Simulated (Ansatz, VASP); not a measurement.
# Cross-check of CaO (Lime) between VASP and Ansatz, part 2 of 2

Aim: how closely do two programs agree when they are given the same cell, functional and k mesh? The cell is taken from a series of runs on this material, whose earlier steps may have relaxed, scaled, displaced or heated it; both programs get it as it stands.

VASP 6.6.1 and Ansatz 0.2.0.

So far: Starting point; Ansatz: zone-centre phonons, LDA.

## Step 3: VASP: zone-centre phonons, LDA

Level of this step: LDA; plane waves and PAW (O, Ca_sv) (VASP).

The same cell, functional (in two slightly different forms) and mesh now go to VASP, with its own data sets.

Lines of VASP's logs that name or quote its potential files are left out, and so is its time.

The input, INCAR:

```
SYSTEM = CaO
PREC = Accurate
ENCUT = 600
EDIFF = 1E-08
NELM = 120
ISMEAR = 0
SIGMA = 0.01
LREAL = .FALSE.
ALGO = Normal
GGA = CA
NBANDS = 14
LORBIT = 11
LWAVE = .FALSE.
LCHARG = .FALSE.
ISIF = 2
IBRION = 8
LEPSILON = .TRUE.
LASPH = .TRUE.
GGA_COMPAT = .FALSE.
EFERMI = MIDGAP
KPAR = 2
```

The input, POSCAR:

```
CaO
1.0
    0.0000000000      2.4478277741      2.3119066910
    2.4478277741      0.0000000000      2.3119066910
    2.4478277741      2.4478277741      0.0000000000
O Ca
1 1
Direct
    0.5000000000      0.5000000000      0.5000000000
    0.0000000000      0.0000000000      0.0000000000
```

The input, KPOINTS:

```
Automatic mesh
0
Gamma
8 8 8
0 0 0
```

The projector-augmented-wave data sets are O and Ca_sv (LDA family, release 64).

The run is started by

```sh
mpirun -np 2 vasp_std
```

Numbers of over 12 decimals in the logs are rounded to 6 here.

What it wrote:

```text
[banner, memory and clock lines left out]
running    2 mpi-ranks, on    1 nodes
 distrk:  each k-point on    1 cores,    2 groups
 distr:  one band on    1 cores,    1 groups

 POSCAR found type information on POSCAR O Ca
 POSCAR found :  2 types and       2 ions
 LDA part: xc-table for (Slater(with rela. corr.)+CA(PZ))
 , standard interpolation
 POSCAR, INCAR and KPOINTS ok, starting setup
 FFT: planning ... GRIDC
 FFT: planning ... GRID_SOFT
 FFT: planning ... GRID
 WAVECAR not read
 entering main loop
       N       E                     dE             d eps       ncg     rms          rms(c)
DAV:   1     0.132354712237E+03    0.13235E+03   -0.93328E+03  1652   0.131E+03
DAV:   2    -0.975607379258E+01   -0.14211E+03   -0.13281E+03  2030   0.318E+02
DAV:   3    -0.156777076538E+02   -0.59216E+01   -0.58812E+01  1892   0.679E+01
DAV:   4    -0.158906021358E+02   -0.21289E+00   -0.21270E+00  2432   0.107E+01
DAV:   5    -0.158920265779E+02   -0.14244E-02   -0.14243E-02  1906   0.106E+00    0.847E+00
DAV:   6    -0.143112605963E+02    0.15808E+01   -0.57319E+00  1776   0.232E+01    0.379E+00
DAV:   7    -0.142020058847E+02    0.10925E+00   -0.54444E-01  2064   0.759E+00    0.179E+00
DAV:   8    -0.141673083556E+02    0.34698E-01   -0.79612E-02  1984   0.296E+00    0.282E-01
DAV:   9    -0.141669427357E+02    0.36562E-03   -0.62766E-03  2292   0.539E-01    0.109E-01
DAV:  10    -0.141670937382E+02   -0.15100E-03   -0.27125E-04  1946   0.208E-01    0.432E-02
DAV:  11    -0.141670701757E+02    0.23563E-04   -0.46443E-05  2182   0.790E-02    0.519E-03
DAV:  12    -0.141670700832E+02    0.92483E-07   -0.40113E-06  1806   0.210E-02    0.348E-03
DAV:  13    -0.141670700069E+02    0.76306E-07   -0.12444E-07  2058   0.361E-03    0.429E-04
DAV:  14    -0.141670700043E+02    0.25234E-08   -0.91241E-09  1426   0.124E-03
   1 F= -.14167070E+02 E0= -.14167070E+02  d E =0.000000E+00
 Linear response reoptimize wavefunctions to high precision
DAV:   1    -0.141670700053E+02   -0.98953E-09   -0.56217E-09  2244   0.502E-04
DAV:   2    -0.141670700053E+02    0.51614E-10   -0.11074E-10   880   0.102E-04
 Linear response G [H, r] |phi>, progress :
  Direction:   1
       N       E                     dE             d eps       ncg     rms
RMM:   1    -0.548207174226E+02   -0.54821E+02    0.55558E+02  2924   0.155E+02
RMM:   2    -0.558266575823E+02   -0.10059E+01   -0.92578E+00  2743   0.274E+01
RMM:   3    -0.565525726116E+02   -0.72592E+00   -0.46360E+00  3399   0.840E+00
RMM:   4    -0.567080226864E+02   -0.15545E+00   -0.98829E-01  3774   0.312E+00
RMM:   5    -0.567445183488E+02   -0.36496E-01   -0.20656E-01  3816   0.130E+00
RMM:   6    -0.567507701050E+02   -0.62518E-02   -0.42250E-02  3834   0.587E-01
RMM:   7    -0.567524190173E+02   -0.16489E-02   -0.10872E-02  3843   0.266E-01
RMM:   8    -0.567526127335E+02   -0.19372E-03   -0.61466E-03  3685   0.121E-01
RMM:   9    -0.567526896093E+02   -0.76876E-04   -0.82029E-04  3707   0.570E-02
RMM:  10    -0.567526972377E+02   -0.76283E-05   -0.21346E-03  3654   0.283E-02
RMM:  11    -0.567527008987E+02   -0.36611E-05   -0.53021E-05  3566   0.138E-02
RMM:  12    -0.567527024449E+02   -0.15462E-05   -0.73530E-04  3454   0.745E-03
RMM:  13    -0.567527018612E+02    0.58368E-06   -0.12788E-04  3364   0.377E-03
RMM:  14    -0.567527019633E+02   -0.10208E-06   -0.21397E-04  3214   0.201E-03
[...]
RMM:  20    -0.567527017921E+02   -0.53503E-07    0.28056E-05  1957   0.114E-04
RMM:  21    -0.567527018107E+02   -0.18594E-07    0.20264E-05  1814   0.915E-05
RMM:  22    -0.567527018266E+02   -0.15892E-07    0.14303E-05  1712   0.789E-05
RMM:  23    -0.567527018286E+02   -0.20002E-08    0.86840E-06  1618   0.714E-05
RMM:  24    -0.567527018313E+02   -0.27070E-08    0.50644E-06  1565   0.672E-05
RMM:  25    -0.567527018282E+02    0.30305E-08    0.24786E-06  1536   0.648E-05
RMM:  26    -0.567527018266E+02    0.16173E-08    0.58053E-07  1466   0.632E-05
RMM:  27    -0.567527018228E+02    0.38741E-08   -0.67941E-07  1404   0.624E-05
 Linear response G [H, r] |phi>, progress :
  Direction:   2
       N       E                     dE             d eps       ncg     rms
RMM:   1    -0.521505147587E+02   -0.52151E+02    0.57540E+02  2869   0.154E+02
RMM:   2    -0.521559678590E+02   -0.54531E-02   -0.93151E+00  2758   0.270E+01
RMM:   3    -0.528198909569E+02   -0.66392E+00   -0.43930E+00  3416   0.808E+00
RMM:   4    -0.529608878193E+02   -0.14100E+00   -0.77680E-01  3789   0.281E+00
RMM:   5    -0.529896415955E+02   -0.28754E-01   -0.15595E-01  3861   0.116E+00
[...]
RMM:  14    -0.234846462843E+00   -0.44158E-06   -0.78834E-07  3542   0.414E-04    0.528E-05
RMM:  15    -0.234846345380E+00    0.11746E-06   -0.30562E-07  3044   0.198E-04    0.903E-06
 change of polarisation eV/A/(eV/A) component  3 :     0.055    -0.032     0.443
 dielectric tensor                  component  3 :     0.358    -0.212     3.892
 Linear response DOF=           4
 Linear response progress:
  Degree of freedom:   1/  4
       N       E                     dE             d eps       ncg     rms          rms(c)
RMM:   1    -0.361030520562E+00   -0.36103E+00    0.23263E-01  5345   0.337E+00
RMM:   2    -0.353811012406E+00    0.72195E-02   -0.71938E-03  4503   0.631E-01    0.111E-01
[...]
RMM:   3    -0.356739496726E+00   -0.13210E-02   -0.19941E-03  2976   0.208E-01    0.636E-02
RMM:   4    -0.358511381725E+00   -0.17719E-02   -0.79120E-04  2890   0.142E-01    0.161E-02
RMM:   5    -0.358592969709E+00   -0.81588E-04   -0.18057E-04  3475   0.494E-02    0.361E-03
RMM:   6    -0.358593893137E+00   -0.92343E-06   -0.33675E-05  3513   0.179E-02    0.177E-03
RMM:   7    -0.358577785033E+00    0.16108E-04   -0.62866E-06  3359   0.792E-03    0.637E-04
RMM:   8    -0.358581003084E+00   -0.32181E-05   -0.18169E-06  3639   0.340E-03    0.306E-04
RMM:   9    -0.358585226388E+00   -0.42233E-05    0.21187E-06  3528   0.154E-03    0.106E-04
RMM:  10    -0.358582900208E+00    0.23262E-05    0.14961E-06  3521   0.706E-04    0.301E-05
RMM:  11    -0.358582849996E+00    0.50212E-07   -0.13457E-06  3731   0.333E-04    0.144E-05
RMM:  12    -0.358582996676E+00   -0.14668E-06   -0.20321E-07  3702   0.161E-04    0.513E-06
RMM:  13    -0.358582993255E+00    0.34209E-08   -0.35229E-07  3786   0.802E-05    0.421E-06
RMM:  14    -0.358583045576E+00   -0.52321E-07   -0.47421E-08  3615   0.415E-05    0.914E-07
RMM:  15    -0.358583059058E+00   -0.13481E-07   -0.12649E-07  3685   0.212E-05    0.119E-06
RMM:  16    -0.358583051833E+00    0.72244E-08   -0.28587E-08  3310   0.109E-05    0.530E-07
 first order change of Fermi-energy   0.81726E-03
 force on displaced ion       1 direction 3 :   0.000   0.000  -5.326
 Born effective charge ion    1 direction 3 :   0.000   0.000  -2.473
 Linear response progress:
  Degree of freedom:   3/  4
       N       E                     dE             d eps       ncg     rms          rms(c)
RMM:   1    -0.438293309718E+00   -0.43829E+00    0.55757E-01  2994   0.106E+01
RMM:   2    -0.389777796902E+00    0.48516E-01   -0.58857E-02  4119   0.239E+00    0.199E-01
RMM:   3    -0.390504328338E+00   -0.72653E-03   -0.17620E-02  5474   0.718E-01    0.139E-01
RMM:   4    -0.390862955813E+00   -0.35863E-03   -0.33936E-03  6005   0.294E-01    0.709E-02
RMM:   5    -0.390759362905E+00    0.10359E-03   -0.43319E-04  5726   0.127E-01    0.102E-02
RMM:   6    -0.390833721954E+00   -0.74359E-04   -0.16865E-04  6100   0.600E-02    0.116E-02
RMM:   7    -0.390823211341E+00    0.10511E-04   -0.42462E-05  6219   0.294E-02    0.779E-03
RMM:   8    -0.390780266647E+00    0.42945E-04   -0.24023E-05  6064   0.153E-02    0.195E-03
RMM:   9    -0.390774648186E+00    0.56185E-05   -0.25573E-06  6325   0.838E-03    0.102E-03
RMM:  10    -0.390773970350E+00    0.67784E-06    0.66251E-06  6575   0.508E-03    0.987E-04
RMM:  11    -0.390770222058E+00    0.37483E-05    0.77590E-06  5763   0.392E-03    0.145E-04
RMM:  12    -0.390769755813E+00    0.46624E-06    0.11898E-05  6393   0.277E-03    0.112E-04
RMM:  13    -0.390770375170E+00   -0.61936E-06    0.11629E-05  6687   0.212E-03    0.778E-05
RMM:  14    -0.390770045072E+00    0.33010E-06    0.11982E-05  6256   0.174E-03    0.138E-04
[...]
RMM:  26    -0.390774013382E+00   -0.24422E-07    0.30739E-06  4294   0.362E-04    0.314E-05
RMM:  27    -0.390774038807E+00   -0.25426E-07    0.27473E-06  3715   0.325E-04    0.364E-05
RMM:  28    -0.390774056703E+00   -0.17896E-07    0.24696E-06  3483   0.292E-04    0.411E-05
RMM:  29    -0.390774075613E+00   -0.18910E-07    0.22201E-06  3191   0.263E-04    0.451E-05
RMM:  30    -0.390774088421E+00   -0.12808E-07    0.20058E-06  3052   0.238E-04    0.490E-05
RMM:  31    -0.390774101921E+00   -0.13500E-07    0.18128E-06  3025   0.215E-04    0.522E-05
RMM:  32    -0.390774111011E+00   -0.90901E-08    0.16460E-06  2856   0.194E-04    0.554E-05
RMM:  33    -0.390774121036E+00   -0.10025E-07    0.14950E-06  2808   0.176E-04    0.580E-05
 first order change of Fermi-energy  -0.45279E-04
 force on displaced ion       2 direction 1 :  -1.608   0.000   0.000
 Born effective charge ion    2 direction 1 :   2.300   0.000   0.000
 Linear response progress:
  Degree of freedom:   4/  4
       N       E                     dE             d eps       ncg     rms          rms(c)
RMM:   1    -0.435659257888E+00   -0.43566E+00    0.78361E-01  1870   0.112E+01
RMM:   2    -0.380548869534E+00    0.55110E-01   -0.62900E-02  2566   0.242E+00    0.211E-01
RMM:   3    -0.381204657835E+00   -0.65579E-03   -0.18624E-02  3313   0.741E-01    0.139E-01
RMM:   4    -0.381520395650E+00   -0.31574E-03   -0.37458E-03  3609   0.308E-01    0.753E-02
RMM:   5    -0.381299754524E+00    0.22064E-03   -0.45911E-04  3426   0.136E-01    0.110E-02
RMM:   6    -0.381400048105E+00   -0.10029E-03   -0.18900E-04  3681   0.627E-02    0.124E-02
RMM:   7    -0.381366998542E+00    0.33050E-04   -0.36304E-05  3673   0.297E-02    0.424E-03
RMM:   8    -0.381350728848E+00    0.16270E-04   -0.17753E-05  3848   0.139E-02    0.321E-03
RMM:   9    -0.381338603477E+00    0.12125E-04   -0.10051E-05  3688   0.803E-03    0.120E-03
RMM:  10    -0.381334841510E+00    0.37620E-05   -0.94207E-06  3830   0.493E-03    0.518E-04
RMM:  11    -0.381334110252E+00    0.73126E-06   -0.40208E-06  3918   0.320E-03    0.257E-04
RMM:  12    -0.381334111858E+00   -0.16059E-08   -0.23343E-06  3705   0.244E-03    0.471E-05
RMM:  13    -0.381333360573E+00    0.75128E-06   -0.89743E-07  3893   0.196E-03    0.984E-05
RMM:  14    -0.381333327720E+00    0.32853E-07    0.20398E-07  4130   0.162E-03    0.125E-04
RMM:  15    -0.381333915902E+00   -0.58818E-06    0.76985E-07  3742   0.141E-03    0.784E-05
RMM:  16    -0.381334174019E+00   -0.25812E-06    0.11821E-06  3885   0.122E-03    0.771E-05
RMM:  17    -0.381334340963E+00   -0.16694E-06    0.13913E-06  3873   0.107E-03    0.824E-05
RMM:  18    -0.381334178140E+00    0.16282E-06    0.14903E-06  3233   0.965E-04    0.117E-04
RMM:  19    -0.381334320728E+00   -0.14259E-06    0.14951E-06  3349   0.857E-04    0.120E-04
RMM:  20    -0.381334458964E+00   -0.13824E-06    0.15019E-06  3383   0.770E-04    0.123E-04
RMM:  21    -0.381334231572E+00    0.22739E-06    0.14648E-06  3603   0.711E-04    0.157E-04
RMM:  22    -0.381334338831E+00   -0.10726E-06    0.13874E-06  3213   0.627E-04    0.159E-04
RMM:  23    -0.381334328931E+00    0.99004E-08    0.13286E-06  3496   0.564E-04    0.170E-04
RMM:  24    -0.381334389367E+00   -0.60436E-07    0.12491E-06  3126   0.514E-04    0.174E-04
 first order change of Fermi-energy  -0.29965E-03
 force on displaced ion       2 direction 3 :   0.000   0.000  -5.379
 Born effective charge ion    2 direction 3 :   0.000   0.000   2.471
 Born effective charges drift removed
 Linear response finished
```

From OUTCAR (step 3):

```text
ion  position               nearest neighbor table
   1  0.500  0.500  0.500-   2 2.31   2 2.31   2 2.45   2 2.45   2 2.45   2 2.45
   2  0.000  0.000  0.000-   1 2.31   1 2.31   1 2.45   1 2.45   1 2.45   1 2.45

  LATTYP: Found a body centered tetragonal cell.
 ALAT       =     3.4617512365
 C/A-ratio  =     1.3356862080

 Subroutine GETGRP returns: Found 16 space group operations
 (whereof 16 operations were pure point group operations)

The static configuration has the point symmetry D_4h.

 Found     59 irreducible k-points:

   k-points           NKPTS =     59   k-points in BZ     NKDIM =     59   number of bands    NBANDS=     14

   dimension x,y,z NGX =    28 NGY =   28 NGZ =   28
   dimension x,y,z NGXF=    56 NGYF=   56 NGZF=   56

   ENCUT  =  600.0 eV  44.10 Ry    6.64 a.u.   6.72  6.72  6.91*2*pi/ulx,y,z

   NELECT =      16.0000    total number of electrons

 k-points in reciprocal lattice and weights: Automatic mesh
   0.00000000  0.00000000  0.00000000       0.002
   0.12500000  0.00000000  0.00000000       0.016
   0.25000000  0.00000000  0.00000000       0.016
   0.37500000  0.00000000  0.00000000       0.016
   0.50000000  0.00000000  0.00000000       0.008
   0.12500000  0.12500000  0.00000000       0.004
   0.25000000  0.12500000  0.00000000       0.016
   0.37500000  0.12500000  0.00000000       0.016
   0.50000000  0.12500000  0.00000000       0.016
[...]
-0.37500000  0.12500000  0.50000000       0.008
  -0.25000000  0.25000000  0.50000000       0.004

 average (electrostatic) potential at core
       1 -71.4322       2 -43.7969

  Total       -1.4617337     -1.4617337      0.1729592      0.0000000      0.0000000      0.0000000
  in kB      -84.5311588    -84.5311588     10.0021225      0.0000000      0.0000000      0.0000000
  external PRESSURE =     -53.0200650 kB  Pullay stress =       0.0000000 kB

  energy-cutoff  :      600.00
  volume of cell :       27.71
      direct lattice vectors                 reciprocal lattice vectors
     0.000000000  2.447827774  2.311906691    -0.204262737  0.204262737  0.216271704
     2.447827774  0.000000000  2.311906691     0.204262737 -0.204262737  0.216271704
     2.447827774  2.447827774  0.000000000     0.204262737  0.204262737 -0.216271704

 POSITION                                       TOTAL-FORCE (eV/Angst)
 -----------------------------------------------------------------------------------
      2.44783      2.44783      2.31191         0.000000     -0.000000      0.000000
      0.00000      0.00000      0.00000        -0.000000      0.000000      0.000000
 -----------------------------------------------------------------------------------
    total drift:                                0.000000      0.000000      0.000000

 MACROSCOPIC STATIC DIELECTRIC TENSOR (including local field effects in DFT)
 ------------------------------------------------------
           3.825704     0.000000     0.000000
           0.000000     3.825704     0.000000
           0.000000     0.000000     3.891631
 ------------------------------------------------------

 PIEZOELECTRIC TENSOR (including local field effects)  for field in x, y, z        (C/m^2)
          XX          YY          ZZ          XY          YZ          ZX
  --------------------------------------------------------------------------------
  x     0.00000     0.00000     0.00000     0.00000     0.00000     0.00000
  y     0.00000     0.00000     0.00000     0.00000     0.00000     0.00000
  z     0.00000     0.00000     0.00000     0.00000     0.00000     0.00000

 BORN EFFECTIVE CHARGES (including local field effects) (in |e|, cummulative output)
 ---------------------------------------------------------------------------------
 ion    1
    1    -2.30040     0.00000     0.00000
    2     0.00000    -2.30040     0.00000
    3     0.00000     0.00000    -2.47285
 ion    2
    1     2.30040     0.00000     0.00000
    2     0.00000     2.30040     0.00000
    3     0.00000     0.00000     2.47285

 Eigenvectors and eigenvalues of the dynamical matrix
 ----------------------------------------------------

   1 f  =   10.684534 THz    67.132904 2PiTHz  356.397677 cm-1    44.187660 meV
             X         Y         Z           dx          dy          dz
      2.447828  2.447828  2.311907     0.000000   -0.000000   -0.844206
      0.000000  0.000000  0.000000    -0.000000    0.000000    0.536019

   2 f  =    5.835501 THz    36.665531 2PiTHz  194.651345 cm-1    24.133680 meV
             X         Y         Z           dx          dy          dz
      2.447828  2.447828  2.311907     0.843848    0.000000    0.000000
      0.000000  0.000000  0.000000    -0.536582    0.000000    0.000000

   3 f  =    5.835501 THz    36.665531 2PiTHz  194.651345 cm-1    24.133680 meV
             X         Y         Z           dx          dy          dz
      2.447828  2.447828  2.311907    -0.000000    0.843848   -0.000000
      0.000000  0.000000  0.000000     0.000000   -0.536582    0.000000

   4 f/i=    0.016801 THz     0.105562 2PiTHz    0.560414 cm-1     0.069482 meV
             X         Y         Z           dx          dy          dz
      2.447828  2.447828  2.311907    -0.475344    0.248936   -0.000000
      0.000000  0.000000  0.000000    -0.747542    0.391485   -0.000000

   5 f/i=    0.016801 THz     0.105562 2PiTHz    0.560414 cm-1     0.069482 meV
             X         Y         Z           dx          dy          dz
      2.447828  2.447828  2.311907    -0.248936   -0.475344    0.000000
      0.000000  0.000000  0.000000    -0.391485   -0.747542    0.000000

   6 f/i=    0.023628 THz     0.148461 2PiTHz    0.788153 cm-1     0.097718 meV
             X         Y         Z           dx          dy          dz
      2.447828  2.447828  2.311907     0.000000    0.000000    0.536019
      0.000000  0.000000  0.000000     0.000000    0.000000    0.844206

 MACROSCOPIC STATIC DIELECTRIC TENSOR IONIC CONTRIBUTION
 ------------------------------------------------------
          21.633564     0.000000     0.000000
           0.000000    21.633564     0.000000
           0.000000     0.000000     7.461752
 ------------------------------------------------------

 ELASTIC MODULI CONTR FROM IONIC RELAXATION (kBar)
 Direction    XX          YY          ZZ          XY          YZ          ZX
 --------------------------------------------------------------------------------
 XX           0.0000      0.0000      0.0000      0.0000      0.0000      0.0000
 YY           0.0000      0.0000      0.0000      0.0000      0.0000      0.0000
 ZZ           0.0000      0.0000      0.0000      0.0000      0.0000      0.0000
 XY           0.0000      0.0000      0.0000      0.0000      0.0000      0.0000
 YZ           0.0000      0.0000      0.0000      0.0000      0.0000      0.0000
 ZX           0.0000      0.0000      0.0000      0.0000      0.0000      0.0000
 --------------------------------------------------------------------------------

 PIEZOELECTRIC TENSOR IONIC CONTR  for field in x, y, z        (C/m^2)
          XX          YY          ZZ          XY          YZ          ZX
  --------------------------------------------------------------------------------
  x     0.00000     0.00000     0.00000     0.00000     0.00000     0.00000
  y     0.00000     0.00000     0.00000     0.00000     0.00000     0.00000
  z     0.00000     0.00000     0.00000     0.00000     0.00000     0.00000
```

## Step 4: Differences

Known differences besides the potentials themselves: the two LDA forms differ slightly; fixed occupations in Ansatz, narrow Gaussian smearing in VASP; VASP's response is taken on the typed mesh, Ansatz refines its own for the field response alone; the cutoff is 420 eV in Ansatz and 600 eV in VASP; VASP's log shows a relativistic correction to its local exchange, Ansatz's none. Total energies have different zeros and are not compared.

The two programs side by side:

```
                                     quantity  Ansatz   VASP  difference
                                        ε∞ xx    3.82   3.83     -0.05 %
                                        ε∞ yy    3.82   3.83     -0.05 %
                                        ε∞ zz    3.89   3.89     -0.07 %
 Born charge of O1 (mean of the diagonal) (e)   -2.36  -2.36        0.00
Born charge of Ca2 (mean of the diagonal) (e)    2.36   2.36        0.00
                   optical mode 1 to 2 (cm⁻¹)   187.9  194.7     -3.48 %
                        optical mode 3 (cm⁻¹)   346.6  356.4     -2.74 %
```

Modes are paired by rising frequency, not by their patterns, so a pair may set unlike modes beside each other; they are those without the splitting of longitudinal modes.

## Step 5: Results

| Item | Value |
| --- | --- |
| r.m.s. difference of the optical zone-centre modes, each program's sorted by frequency (zone-centre phonons, LDA) | 7.9 cm⁻¹ |
| difference in optical mode 1 to 2 (zone-centre phonons, LDA) | -3.5 % |

**Reading.** The r.m.s. difference of the optical zone-centre modes, each program's sorted by frequency is 7.9 cm⁻¹ (zone-centre phonons, LDA). Among the rows given in per cent, the largest difference of the zone-centre phonons, LDA pair is in optical mode 1 to 2, -3.5 %. Such differences can come from data sets, numerical settings and the points named under the comparisons, not from the functional's error against experiment.

[Lines on the potential files, build, host, timing and source positions are cut from VASP's logs without a mark.]

[Logs are printed without paths, hosts, clocks, repeated set-up lines and the standing remarks that a program may print on its own settings, such as how far it seeks lower states.]

[Hosts, paths, dates, database ids (printed as entryN), source tags and the programs' standing remarks are cut or masked in the printed files.]
